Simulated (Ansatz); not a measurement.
# Na: all-electron results

```yaml
crystal:
  lattice:
    - [3.76700, 0.00000, 0.00000]
    - [-1.88350, 3.26232, 0.00000]
    - [0.00000, 0.00000, 6.15400]
  atoms:
    - { symbol: Na, position: [0.33333, 0.66667, 0.25000] }
    - { symbol: Na, position: [0.66667, 0.33333, 0.75000] }
```

Atoms are numbered in the order listed.

The conventional cell has a = 3.767 Å, b = 3.767 Å, c = 6.154 Å, α = 90.00°, β = 90.00°, γ = 120.00°. Na (atom 1) has 12 Na at 3.77 Å as nearest neighbours.

Structure: COD 9011000, as refined from experiment and not relaxed.

The calculation used Ansatz 0.2.0, DFT, PBE, all-electron LAPW, scalar-relativistic.

Sampling and basis: a Γ-centred 11×11×6 k mesh, Fermi–Dirac smearing of 0.05 eV, basis error target 0.5 meV/atom, no spin polarisation.

```yaml
Pressure_at_this_cell: -0.13 GPa
Volume_per_atom: 37.81 Å³
```

(1) Predict this quantity. Band gap.

(2) Predict this quantity. Stress xx, yy, zz (compression positive).

(3) Give the computed value. Density of states at the Fermi level (0.2 eV bin).

## Answers

(1) none: bands cross the Fermi level, a metal.

(2) -0.22, -0.22, 0.05 GPa.

(3) 1.03 states/eV per cell.
